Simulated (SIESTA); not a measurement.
GaN:

```
Ga N
1.0
     0.00000    2.25350    2.25350
     2.25350    0.00000    2.25350
     2.25350    2.25350    0.00000
Ga N
1 1
Direct
  0.00000 0.00000 0.00000
  0.25000 0.25000 0.25000
```

The cell is a database's computed one.

Base run:

| Quantity | Value |
| --- | --- |
| Program | SIESTA 5.4.2 |
| Functional | PBE |
| Potentials or basis | PseudoDojo 0.4 standard (PBE files) |
| Basis | SZ (energy shift 0.002 Ry; radii capped at 9.5 bohr) |
| Grid cutoff | 800 Ry |
| Energy shift | 0.002 Ry |
| k mesh | 10 × 10 × 10 |
| Occupations | fermi-dirac, width 0.05 eV |
| Spin | no spin polarisation |

Its results: band gap on the k mesh 1.87 eV, direct; pressure 15.5 GPa.

Q: The run is repeated on the same cell with these changes: basis from SZ (energy shift 0.002 Ry; radii capped at 9.5 bohr) to TZP (energy shift 0.002 Ry; radii capped at 9.5 bohr). What comes out?

A: Band gap on the k mesh 1.75 eV, direct; pressure 8.2 GPa.

Caveats: the basis of atomic orbitals isn't converged, which shifts pressures, moduli and gaps; the basis has no polarisation orbitals (some runs); so large a pressure means that the cell lies far from this level's equilibrium, or that cutoff or potentials fall short (some runs); semicore shells carry a single zeta, which can move pressures by several GPa and volumes by a few percent (some runs).

Not every run made on this cell is shown here.
